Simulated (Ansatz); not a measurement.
**ZnS: an elastic constant from a strain scan**

Computed with Ansatz 0.2.0, DFT r2SCAN, scalar-relativistic, plane waves, PAW. The runs took a 500 eV cutoff, a Γ-centred 6×6×6 mesh and Gaussian smearing (0.05 eV). No spin polarisation. Energies are free energies at this smearing, counted from the undisturbed cell; pressure is positive in compression.

Reference structure (relaxed at this level; this form isn't the usual structure):

```xyz
6
Lattice="1.9036 1.0991 9.3541 -1.9036 1.0991 9.3541 0.0000 -2.1981 9.3541" Properties=species:S:1:pos:R:3 pbc="T T T"
Zn    0.0000    0.0000   28.0618
Zn    0.0000    0.0000    6.2378
Zn    0.0000    0.0000   12.4761
S     0.0000    0.0000    2.3365
S     0.0000    0.0000   14.8121
S     0.0000    0.0000    8.5700
```

The cell is strained by ε times the Voigt pattern (1, 1, 0, 0, 0, 0) (xx, yy, zz, yz, xz, xy; engineering shear) with fractional coordinates fixed. The cell holds 6 atoms in V0 = 117.42 Å³. The stress column is τ = (1/V0) dE/dε, got from the stress tensor σ (compression positive) at each point as −det(1 + εP) σ : P(1 + εP)⁻¹, with P the pattern as a tensor.

| ε | ΔE (meV/atom) | τ (GPa) |
| --- | --- | --- |
| -0.0400 | 46.010 | -20.010 |
| -0.0300 | 25.106 | -14.303 |
| -0.0200 | 10.862 | -9.103 |
| 0.0000 | 0.000 | -0.074 |
| 0.0100 | 2.330 | 3.826 |
| 0.0300 | 20.163 | 10.550 |
| 0.0400 | ? | ? |

Which combination of elastic constants does this scan measure, and how large is it?

For small ε, τ = τ0 + Kε with K = pᵀCp, which for this pattern is C11 + C22 + 2 C12 in the Cartesian frame shown. The parabola through τ at ε = -0.0200, 0 and 0.0100 has slope K = 410 GPa at zero. The energies per cell, E = NΔE, of the same two points give K = 2[E(ε₊)/ε₊ − E(ε₋)/ε₋]/[(ε₊ − ε₋)V0] = 424 GPa, in agreement. These are clamped-ion values.

Predict the withheld row at ε = 0.0400 from the harmonic law, and compare.

ΔE = V0(τ0 ε + Kε²/2)/N = 39.750 meV/atom and τ = 16.34 GPa. The calculation gives 34.838 meV/atom and 13.43 GPa: the energy lies 12 % below the harmonic value, as bonds soften when stretched.

Forces appear on the atoms along this scan, and letting them relax would lower the energy and soften the response.

Cost: 7 runs of about 4.4 core-minutes in all, on Arm Neoverse V1 (shared hosts).